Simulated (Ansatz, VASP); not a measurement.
P in VASP and in Ansatz

```
P
1.0
     3.48184    0.00000    0.00000
    -1.74092    3.01536    0.00000
     0.00000    0.00000   28.00000
P
2
Direct
  0.33333 0.66667 0.52143
  0.66667 0.33333 0.47857
```

Change from the starting cell: biaxial strain +0.070, atoms relaxed.

Alike in both runs: functional PBE; dispersion D3(BJ); k mesh 9 × 9 × 1; occupations gaussian, width 0.02 eV; no spin polarisation.

Ansatz relaxed the structure, and its values are those at the end. VASP's run is a single point on that final structure, the one shown.

|  | VASP | Ansatz |
| --- | --- | --- |
| version | VASP 6.6.1 | Ansatz 0.2.0 |
| potentials or method | VASP PAW PBE potentials, release 64 (P) | scalar-relativistic, plane waves, PAW |
| plane-wave cutoff (eV) | 520 | 420 |
| valence electrons in the cell | 10 | 10 |

|  | VASP | Ansatz | Ansatz less VASP |
| --- | --- | --- | --- |
| gap on the k mesh at the Fermi level (eV) | 1.51 | 1.48 | -0.037 |
| least direct gap on the mesh (eV) | 1.83 | 1.79 | -0.034 |
| rms of the force components (eV/Å) | 0.035 | 0.001 | -0.0337 |

Ansatz warned: «stress_scf_threshold_loose».
